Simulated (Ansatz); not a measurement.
The system is TiO.

```
Ti O
1.0
     4.98909    0.00000    0.00000
    -2.49454    4.32068    0.00000
     0.00000    0.00000    2.87331
Ti O
3 3
Direct
  0.00000 0.00000 0.00000
  0.33333 0.66667 0.50000
  0.66667 0.33333 0.50000
  0.00000 0.39444 0.00000
  0.39444 0.00000 0.00000
  0.60556 0.60556 0.00000
```

The cell comes from a database or a generator and needn't be the stable form of this composition.

Base run:

- Program: Ansatz 0.2.0
- Functional: PBEsol
- Potentials or basis: Ansatz PAW
- Cutoff: 420 eV (not typed: the program's choice for these potentials)
- k mesh: 6 × 6 × 9
- Occupations: fermi-dirac, width 0.05 eV
- Spin: no spin polarisation
- Hubbard terms: Ti d U = 1 eV

Its results: band gap on the k mesh none (metal or under the smearing width); pressure -4.4 GPa; largest force 0.038 eV/Å.

The run is repeated on the same cell with these changes: hubbard terms from Ti d U = 1 eV to Ti d U = 4 eV. What comes out?

Band gap on the k mesh none (metal or under the smearing width); pressure 0.5 GPa; largest force 0.094 eV/Å.

Caveats: U without spin polarisation on a metal has little footing; the PAW data sets come from PBE, with cores solved anew for the run's functional, which leaves a small shift of forces and pressure.
